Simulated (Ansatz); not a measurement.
## Structure search: one P candidate

Computed with DFT PBE, scalar-relativistic, plane waves, PAW in Ansatz. Cutoff 420 eV, Gaussian smearing, Γ-centred meshes. Cell and atoms relax first on a coarse mesh and then on a finer one. In between, the cell is made exact in the group found at 0.06 Å. In metals the finer mesh still leaves noise of several meV/atom or more. The steps can't lower the symmetry of their start. No spin polarisation.

A trial structure of P was built thus: one element on all sites of the Fe type (Fmmm, No. 69). The dimensions are guesses.

```cif
data_structure
_symmetry_space_group_name_H-M 'Fmmm'
_symmetry_Int_Tables_number 69
_cell_length_a 3.5513
_cell_length_b 4.6019
_cell_length_c 4.6573
_cell_angle_alpha 90.000
_cell_angle_beta 90.000
_cell_angle_gamma 90.000
_cell_volume 76.11
loop_
_atom_site_label
_atom_site_type_symbol
_atom_site_symmetry_multiplicity
_atom_site_Wyckoff_symbol
_atom_site_fract_x
_atom_site_fract_y
_atom_site_fract_z
_atom_site_occupancy
P1 P 4 a 0.00000 0.00000 0.00000 1
```

Energies count from the standard state of P at the same level. The references include black phosphorus.

Question: Describe the relaxed structure.

Answer: The symmetry goes from Fmmm (No. 69) to I4/mmm (No. 139). The volume per atom grows by 5.7 %, from 19.0 to 20.1 Å³. The shortest distance goes from 2.91 Å (P–P) to 2.28 Å (P–P). The energy falls by about 0.54 eV/atom (the start's value is from the coarse mesh). Conventional cell: a = 2.285 Å, c = 7.707 Å. P is surrounded by 4 P at 2.28 Å.

```xyz
1
Lattice="-1.1424 1.1424 3.8537 1.1424 -1.1424 3.8537 1.1424 1.1424 -3.8537" Properties=species:S:1:pos:R:3 pbc="T T T"
P     0.0000    0.0000    0.0000
```

Question: Give its energy and gap.

Answer:

- Energy over the standard state: +0.50 eV/atom
- Gap on the 24×24×24 mesh of the 1-atom cell: 0 eV (a metal)

It lies above the standard state, so it could only be metastable.

The last run used Gaussian smearing of 0.10 eV. Weakly bound directions are ill-defined at this level, which has no dispersion term. The reference form of P is held partly by dispersion forces, which this level lacks. A structure relaxed within its symmetry needn't be a true minimum. Another cell of P relaxed alike, in Fm-3m, lies 143 meV/atom lower, so this cell isn't the stable form at this level.
